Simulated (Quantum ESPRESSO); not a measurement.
Crystal: CuCl2.

```xyz
3
Lattice="4.5206 0.0000 0.0000 0.0000 4.5206 0.0000 0.0000 0.0000 4.3177" Properties=species:S:1:pos:R:3 pbc="T T T"
Cu    0.0000    0.0000    0.0000
Cl    0.0000    2.2603    0.0000
Cl    2.2603    0.0000    0.0000
```

Measurements of this composition are mostly on another form, of space group No. 12.

* Program: Quantum ESPRESSO 7.5
* Task: phonons
* Functional: LDA
* Potentials or basis: GBRV 1.5 LDA
* Cutoff: 762 eV
* Density cutoff: 6095 eV
* k mesh: 5 × 5 × 5
* Occupations: cold, width 0.136 eV
* Spin: no spin polarisation
* Form of the LDA correlation: PZ81
* Mixing beta: 0.5
* Most SCF iterations: 120
* SCF threshold: 6e-10 Ry

The cell and the atoms were relaxed first, to 23.37 Å³/atom (a = 4.394 Å, b = 4.394 Å, c = 3.631 Å, α = 90.00°, β = 90.00°, γ = 90.00°), and the response was taken there.

```
CELL_PARAMETERS angstrom
4.39387 0.00000 0.00000
0.00000 4.39387 0.00000
0.00000 0.00000 3.63080
ATOMIC_POSITIONS crystal
Cu 0.00000 0.00000 0.00000
Cl 0.00000 0.50000 0.00000
Cl 0.50000 0.00000 0.00000
```

Question: Where do the zone-centre optical modes lie?

Answer: B2u at 100i cm⁻¹ (silent); A2u at 92i cm⁻¹ (IR); Eu at 38 cm⁻¹ (IR); Eu at 377 cm⁻¹ (IR). Imaginary frequencies mark an instability of this cell.

Optical modes at Γ, degenerate ones joined:
| cm⁻¹ | components | symmetry | active in |
| --- | --- | --- | --- |
| 100i | 1 | B2u | silent |
| 92i | 1 | A2u | IR |
| 38 | 2 | Eu | IR |
| 377 | 2 | Eu | IR |

Caveat: the mesh is thin for the phonons of a metal; some modes are imaginary; the volume moved by over 15 % at a fixed basis, so the end points are rough; the layers were relaxed without a dispersion term, so their spacing and the soft interlayer modes are unreliable; an odd number of electrons without spin polarisation forces a metal; a magnetic or distorted state may lie lower; the run has no spin polarisation, though such a crystal can be magnetic.
